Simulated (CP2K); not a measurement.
# TaN under changes of volume

One of the cells (10.813 Å³/atom); the others are scaled copies at fixed shape and fractional positions:

```xyz
2
Lattice="3.1273 0.0000 0.0000 1.5636 2.7083 0.0000 1.5636 0.9028 2.5534" Properties=species:S:1:pos:R:3 pbc="T T T"
Ta    3.1273    1.8055    1.2767
N     0.0000    0.0000    0.0000
```

The cell comes from a database or a generator and needn't be the stable form of this composition.

- Program: CP2K 2026.2
- Functional: LDA
- Potentials or basis: GTH_POTENTIALS Ta GTH-PADE-q13, N GTH-PADE-q5; TZVP-MOLOPT-PBE-GTH basis
- Density cutoff: 6123 eV
- k mesh: 10 × 10 × 10
- Occupations: fermi-dirac, width 0.1 eV
- Spin: no spin polarisation

| volume (Å³/atom) | energy over the lowest point (meV/atom) | pressure (GPa) |
| --- | --- | --- |
| 10.164 | 0.00 | -122.9 |
| 10.381 | 166.28 | -122.8 |
| 10.597 | 331.38 | -121.5 |
| 10.813 | 494.17 | -119.3 |
| 11.030 | 653.54 | -116.4 |
| 11.246 | 808.63 | -113.1 |
| 11.462 | ? | ? |

What does the run at 11.462 Å³/atom give?

Energy over the lowest point 959.01 meV/atom; pressure -109.5 GPa.

Worked out: A Birch-Murnaghan fit of order 3 (a polynomial in V^(-2/3)) to the other rows has no minimum within the range. It gives 958.10 meV/atom at 11.462 Å³/atom, against the run's 959.01, and -dE/dV = -108.9 GPa, against -109.5.

Energies are extrapolated to zero smearing.

Caveats: the basis of atomic orbitals isn't converged, which shifts pressures, moduli and gaps.
